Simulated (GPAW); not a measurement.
Runs of GPAW 26.7.0 on SiC (Moissanite). It takes space group P6_3mc (No. 186, hexagonal). Conventional cell: a = 3.076 Å, b = 3.076 Å, c = 5.048 Å, α = 90.00°, β = 90.00°, γ = 120.00°. Si (site symmetry 3m) has 4 C at 1.87 to 1.94 Å as nearest neighbours. C (site symmetry 3m) has 4 Si at 1.87 to 1.94 Å as nearest neighbours. 

```csv
task,level,potentials or basis,k mesh,eigensolver,band path,band points,pressure (GPa),largest force (eV/Å)
band structure,OLYP,"PAW data sets generated in the run's folder for this functional, pw",7 × 7 × 4,davidson,"GMKGALHA,LM,KH",100,3.6,0.76
band structure,mBEEF,"GPAW PAW data sets (gpaw-data 1.2.1), pw",7 × 7 × 4,-,"GMKGALHA,LM,KH",80,0.1,0.79
single point,PBE,"GPAW PAW data sets (gpaw-data 1.2.1), pw",10 × 10 × 5,-,-,-,(b),0.77
band structure,r4SCAN,"GPAW PAW data sets (gpaw-data 1.2.1), pw",7 × 7 × 4,-,"GMKGALHA,LM,KH",100,(a),-
```

Alike in all rows: no spin polarisation; cell as given; cutoff (eV) 800; smearing fermi-dirac 0.05 eV.

Problem. Estimate the missing entries.

Solution. (a) 1.4; (b) 5.0.

Caveats: the PAW data sets were made with another functional, which shifts forces and pressure a little (some runs); the forces don't sum to zero, a sign of grid noise (some runs).
